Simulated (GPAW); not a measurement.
Runs of GPAW 26.7.0 on Ge. The structure is cubic, space group Fd-3m (No. 227). The conventional cell has a = 5.658 Å, b = 5.658 Å, c = 5.658 Å, α = 90.00°, β = 90.00°, γ = 90.00°. Around Ge (site symmetry -43m) lie 4 Ge at 2.45 Å. 

```tsv
task	level	potentials or basis	spin	smearing	older calculator (legacy_gpaw)	band path	band points	spin axis theta (degrees)	spin axis phi (degrees)	pressure (GPa)	V0 of scaled cells (Å³/atom)	B0 (GPa)
single point	PBE	GPAW PAW data sets (gpaw-data 1.2.1), pw	off	gaussian 0.028 eV	-	-	-	-	-	3.8	-	-
equation of state	LDA	the program's PAW data sets (release 1.2.1) made for this functional, pw	off	fermi-dirac 0.05 eV	-	-	-	-	-	-	22.33	71
equation of state	OLYP+D4	PAW data sets generated in the run's folder for this functional, pw	off	fermi-dirac 0.05 eV	-	-	-	-	-	-	(b)	(a)
band structure	BLYP	PAW data sets generated in the run's folder for this functional, pw	off	fermi-dirac 0.05 eV	-	GXWKGLUWLK,UX	60	-	-	7.6	-	-
```

Alike in all rows: cell as given; k mesh 8 × 8 × 8; cutoff (eV) 600.

Q: Fill in the values left out.

A: (a) 72; (b) 22.34.

Not every run made on this cell is shown here.
